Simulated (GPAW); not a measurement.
Runs of GPAW 26.7.0 on MnO. Symmetry: Fm-3m, No. 225, cubic system. The conventional cell has a = 4.448 Å, b = 4.448 Å, c = 4.448 Å, α = 90.00°, β = 90.00°, γ = 90.00°. Mn (site symmetry m-3m) is surrounded by 6 O at 2.22 Å. O (site symmetry m-3m) is surrounded by 6 Mn at 2.22 Å. The cell is a database's computed one.

```csv
task,level,potentials or basis,U,band path,band points,eigensolver,data set,pressure (GPa),moment (μB)
band structure,r2SCAN,"GPAW PAW data sets (gpaw-data 1.2.1), pw",-,"GXWKGLUWLK,UX",100,-,-,3.4,4.99
band structure,LDA,"the program's PAW data sets (release 1.2.1) made for this functional, pw",-,"GXWKGLUWLK,UX",100,-,-,-15.4,4.57
band structure,PBE,"GPAW PAW data sets (gpaw-data 1.2.1), pw",-,"GXWKGLUWLK,UX",80,-,-,(a),(c)
band structure,vdW-DF-cx,"GPAW PAW data sets (gpaw-data 1.2.1), pw",-,"GXWKGLUWLK,UX",60,-,-,-,4.67
band structure,LDA+U,"the program's PAW data sets (release 1.2.1) made for this functional, pw",Mn d U = 1 eV,"GXWKGLUWLK,UX",80,-,-,-8.5,(b)
```

Alike in all rows: spin collinear, ferromagnetic start; cell as given; k mesh 7 × 7 × 7; cutoff (eV) 800; smearing fermi-dirac 0.05 eV.

Estimate the missing entries.

(a) -0.2; (b) 4.86; (c) 4.69.

Caveats: a cell with one magnetic atom can't hold antiferromagnetic order, which such compounds often take; the PAW data sets were made with another functional, which shifts forces and pressure a little (some runs); so large a pressure means that the cell lies far from this level's equilibrium, or that cutoff or potentials fall short (some runs).
